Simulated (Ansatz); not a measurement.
What strain does to KF (zincblende)

KF (zincblende), relaxed with r2SCAN in Ansatz 0.2.0. The symmetry is F-43m (No. 216, cubic); a = 5.871 Å in the conventional setting, 25.29 Å³ an atom. Around K lie 4 F at 2.54 Å; around F lie 4 K at 2.54 Å.

The axes x, y and z are those of this cell:
```
CELL_PARAMETERS angstrom
0.00000 2.93540 2.93540
2.93540 0.00000 2.93540
2.93540 2.93540 0.00000
ATOMIC_POSITIONS crystal
K 0.00000 0.00000 0.00000
F 0.25000 0.25000 0.25000
```

Unstrained: The PBE gap is indirect, 5.169 eV (W to Γ), below the direct gap of 5.380 eV at Γ. r2SCAN gives an indirect gap of 5.748 eV, from W to Γ; the least direct gap is 5.957 eV at Γ. HSE06 gives an indirect gap of 7.038 eV, from W to Γ; the least direct gap is 7.256 eV at Γ. Meshes: PBE 8×8×8, r2SCAN 8×8×8, HSE06 6×6×6. Strains are changes of length per length, and xy shears are angles. After each strain the atoms were relaxed again with r2SCAN within the symmetry that the strain leaves, so tilts or polar shifts that break it weren't tested; points keep the names that they have in the unstrained zone. Simulation only: spin-unpolarised, and no claim that this is the phase found in nature.

Changes of the least gap in eV (an overlap counts as a negative gap):

| strain | volume change (%) | space group | PBE | r2SCAN | HSE06 | energy rise, r2SCAN (meV/atom) |
| --- | --- | --- | --- | --- | --- | --- |
| epitaxial -2.49 % in the plane normal to [111], free normal strain +2.91 % | -2.2 | R3m | +0.047 | +0.044 | +0.053 | 2.9 |
| uniaxial +4.48 % along [111] | +4.5 | R3m | -0.130 | -0.116 | -0.140 | 4.9 |
| xy shear, engineering strain (angle) -1.71 % | 0.0 | Imm2 | -0.002 | -0.002 | – | 0.1 |

Epitaxial -2.49 % in the plane normal to [111], free normal strain +2.91 %. HSE06: the gap goes from 7.038 to 7.091 eV (+0.053 eV); the edges move from W → Γ to X → Γ. Stress change with r2SCAN, compression positive: xx +0.45, yy +0.45, zz +0.45, xy -0.24, xz -0.24, yz -0.24 GPa.

Uniaxial +4.48 % along [111], other directions held. HSE06: the gap goes from 7.038 to 6.898 eV (-0.140 eV); the edges move from W → Γ to X → Γ. Stress change with r2SCAN, compression positive: xx -0.96, yy -0.96, zz -0.96, xy -0.24, xz -0.24, yz -0.24 GPa.

Xy shear, engineering strain (angle) -1.71 %. r2SCAN: the gap goes from 5.748 to 5.746 eV (-0.002 eV); the edges move from W → Γ to X → Γ. Stress change with r2SCAN, compression positive: xx 0.00, yy 0.00, zz -0.01, xy +0.11 GPa.

The meshes of the hybrids are coarse, so their gaps aren't converged to the digits shown.
